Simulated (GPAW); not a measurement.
The system is Hg.

```xyz
1
Lattice="0.0480 2.2785 2.5908 2.4058 -0.0019 2.6408 2.3210 2.2436 0.0829" Properties=species:S:1:pos:R:3 pbc="T T T"
Hg    0.0000    0.0000    0.0000
```

The cell isn't the ideal one: cell sheared at random, sigma 0.06, atoms nudged by 0.01 Å.

| Item | Value |
| --- | --- |
| Program | GPAW 26.7.0 |
| Task | relaxation of cell and atoms |
| Functional | PBE |
| Dispersion | D3(BJ) |
| Potentials or basis | GPAW PAW data sets (gpaw-data 1.2.1) |
| Cutoff | 600 eV |
| Basis | pw |
| k mesh | 10 × 9 × 10 |
| Occupations | fermi-dirac, width 0.05 eV |
| Spin | no spin polarisation |

At the start: pressure -1.4 GPa; volume 27.22 Å³/atom.

How do energy, volume and symmetry change on relaxing?

Over 23 steps the energy falls by 26.1 meV/atom and the volume is 25.08 Å³/atom (-7.9 %); space group P-1 (No. 2, to 0.05 Å).

Step by step:
```tsv
step	energy change (eV)	largest force (eV/Å)	pressure (GPa)	volume (Å³)
1	0.0000	0.0000	-1.36	27.22
2	-0.0021	0.0000	-1.26	26.95
3	-0.0088	0.0000	0.94	24.20
4	-0.0108	0.0000	-0.19	25.21
5	-0.0111	0.0000	0.01	24.99
6	-0.0114	0.0000	0.21	24.81
7	-0.0125	0.0000	0.65	24.47
8	-0.0130	0.0000	1.73	23.95
9	-0.0161	0.0000	0.86	24.42
10	-0.0187	0.0000	0.45	24.77
11	-0.0216	0.0000	-0.13	25.39
12	-0.0219	0.0000	-0.13	25.40
13	-0.0240	0.0000	0.05	25.27
14	-0.0245	0.0000	-0.01	25.29
15	-0.0246	0.0000	-0.03	25.28
16	-0.0248	0.0000	-0.03	25.25
17	-0.0249	0.0000	-0.03	25.22
18	-0.0254	0.0000	-0.05	25.13
19	-0.0249	0.0000	0.03	24.95
20	-0.0259	0.0000	-0.04	25.09
21	-0.0260	0.0000	-0.03	25.08
22	-0.0261	0.0000	0.02	25.06
23	-0.0261	0.0000	0.00	25.08
```

Final structure:
```
Hg
1.0
    -0.03666    2.29629    2.70758
     2.03203    0.09838    2.58695
     2.15314    2.28411   -0.01686
Hg
1
Direct
  0.00000 0.00000 0.00000
```

Caveat: later steps reuse the first step's grids; pairwise dispersion overbinds metals, which lowers pressure and volume.
